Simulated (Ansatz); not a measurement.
## WS2 under changes of volume

One of the cells (49.592 Å³/atom); the others are scaled copies at fixed shape and fractional positions:

```
W S
1.0
     3.18352    0.00000    0.00000
    -1.59176    2.75701    0.00000
     0.00000    0.00000   16.95058
W S
1 2
Direct
  0.00000 0.00000 0.00000
  0.33333 0.66667 0.09200
  0.33333 0.66667 0.90800
```

```yaml
Program: Ansatz 0.2.0
Functional: LDA
Potentials_or_basis: Ansatz PAW
Cutoff: "420 eV (not typed: the program's choice for these potentials)"
k_mesh: 10 × 10 × 2
Occupations: fermi-dirac, width 0.05 eV
Spin: no spin polarisation
```

```tsv
volume (Å³/atom)	energy over the lowest point (meV/atom)	gap on the mesh (eV)	largest force (eV/Å)
46.616	?	?	?
47.608	0.00	2.10	0.352
48.600	1.88	2.03	0.041
49.592	11.27	1.97	0.404
50.583	27.36	1.92	0.739
51.575	49.47	1.86	1.048
52.567	76.94	1.81	1.334
```

Q: What does the run at 46.616 Å³/atom give?

A: Energy over the lowest point 6.50 meV/atom; gap on the mesh 2.16 eV; largest force 0.778 eV/Å.

Worked out: A Birch-Murnaghan fit of order 3 (a polynomial in V^(-2/3)) to the other rows has its minimum at 47.87 Å³/atom with B0 = V·E''(V) = 64 GPa and B' = 4.4 at fixed shape and positions, which overstates the stiffness. It gives 6.53 meV/atom at 46.616 Å³/atom, against the run's 6.50. A straight line through the other rows of the gap, of slope -2.9 eV per unit of ln V, extrapolates to 2.15 eV, against the run's 2.16.

Energies are extrapolated to zero smearing.

Caveats: spin-orbit coupling is left out, which moves the levels of the heavy elements; the PAW data sets come from PBE, with cores solved anew for the run's functional, which leaves a small shift of forces and pressure.

A mesh can miss the band edges.
